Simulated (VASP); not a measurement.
Input of a VASP 6.6.1 run:

Contents of INCAR:

```
SYSTEM = Ca
PREC = Accurate
ENCUT = 520
EDIFF = 1E-6
ISMEAR = -1
SIGMA = 0.05
LREAL = .FALSE.
LASPH = .TRUE.
NELM = 100
ALGO = Fast
ISIF = 2
LWAVE = .FALSE.
LCHARG = .FALSE.
GGA = PS
NBANDS = 17
```

The input KPOINTS:

```
Automatic mesh
0
G
  11 11 6
  0 0 0
```

POSCAR

```
Ca
1.0
    1.9712759950     -3.3954901800      0.0000000000
    1.9712759950      3.3954901800      0.0000000000
    0.0000000000      0.0000000000      6.5091117400
Ca
2
Direct
    0.8355866000      0.1644134000      0.2500000000
    0.1644134000      0.8355866000      0.7500000000
```

Potentials or basis: VASP PAW PBE potentials, release 64 (Ca_sv).

Run with:

```sh
$ cat potpaw_PBE.64/Ca_sv/POTCAR > POTCAR
$ mpirun -np 1 vasp_std > vasp.out
```

Estimate the band gap on the k mesh.

none (metal or under the smearing width).

Predict the pressure.

-1.1 GPa.

Forces in eV/Å, atoms in the order of the input:
```
Ca   0.000  0.016  0.000
Ca   0.000 -0.016  0.000
```

Caveat: the PAW data sets were made with another functional, which shifts forces and pressure a little.
